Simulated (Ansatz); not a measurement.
InP under several functionals and dispersion corrections (calculated)

Starting cell:

```
In P
1.0
     0.00000    2.93050    2.93050
     2.93050    0.00000    2.93050
     2.93050    2.93050    0.00000
In P
1 1
Direct
  0.00000 0.00000 0.00000
  0.75000 0.75000 0.75000
```

Ansatz, plane waves and PAW, scalar-relativistic (no spin–orbit coupling), 8×8×8 k-mesh. No spin polarisation. In the setting of the table the starting cell (space group F-43m) has 4.144 × 4.144 × 4.144 Å, angles 60.0 / 60.0 / 60.0°. Each functional was followed to zero pressure by scaling the cell, shape and atoms held, then fitted over four more volumes within ±4 % of it.

Question: What cell, stiffness and gap does each give?

Answer: 
```
   functional  V0 (Å³/atom)                                                 cell  B0 (GPa)  B′ from the pressures  gap on the mesh  cutoff (eV)
  r2SCAN + D4         25.51  4.163 × 4.163 × 4.163 Å, angles 60.0 / 60.0 / 60.0°        70                    4.5          1.09 eV          500
BLYP + D3(BJ)         25.78  4.178 × 4.178 × 4.178 Å, angles 60.0 / 60.0 / 60.0°        62                    4.8          0.46 eV          420
     PBE + D4         25.56  4.166 × 4.166 × 4.166 Å, angles 60.0 / 60.0 / 60.0°        66                    4.7          0.63 eV          420
          LDA         24.73  4.120 × 4.120 × 4.120 Å, angles 60.0 / 60.0 / 60.0°        71                    4.6          0.58 eV          420
  revPBE + D4         25.45  4.160 × 4.160 × 4.160 Å, angles 60.0 / 60.0 / 60.0°        65                    4.7          0.75 eV          420
```

The volumes span 4.3 %, from LDA to BLYP + D3(BJ). The stiffness doesn't follow the volume steadily: stiffest LDA (71 GPa at 24.73 Å³/atom), softest BLYP + D3(BJ) (62 GPa at 25.78 Å³/atom), yet r2SCAN + D4 is stiffer than revPBE + D4 in a larger cell (70 against 65 GPa).

Caveats: gaps at these levels are rough, and mostly too small.

Points behind the fit for PBE + D4:

| V (Å³/atom) | E − Emin (meV/atom) | P (GPa) |
| --- | --- | --- |
| 24.537 | 9.04 | 2.94 |
| 25.048 | 2.18 | 1.39 |
| 25.559 | 0.00 | 0.00 |
| 26.070 | 2.02 | -1.24 |
| 26.582 | 7.77 | -2.35 |

The choice of functional affects the gap of InP far more than its cell. LDA gives the smallest volume, in line with its usual overbinding, while the spread among the other cells may reflect either the exchange-correlation functional or the dispersion term added to it.

The conduction-band minimum of zincblende InP is an antibonding, largely s-like state at Γ, whereas the valence-band top is mainly P 3p. Stretching the bonds lowers the former relative to the latter, so a larger cell should narrow the gap. The three GGA rows follow that order, but LDA combines the smallest cell with a gap of only 0.58 eV, and r2SCAN + D4 reaches 1.09 eV in a cell larger than that of revPBE + D4. Volume therefore cannot be the only control. The wider r2SCAN gap probably comes from its dependence on the kinetic-energy density, which makes the effective potential orbital-dependent. Because each gap belongs to a different relaxed cell, the table does not separate this electronic contribution from the effect of volume.
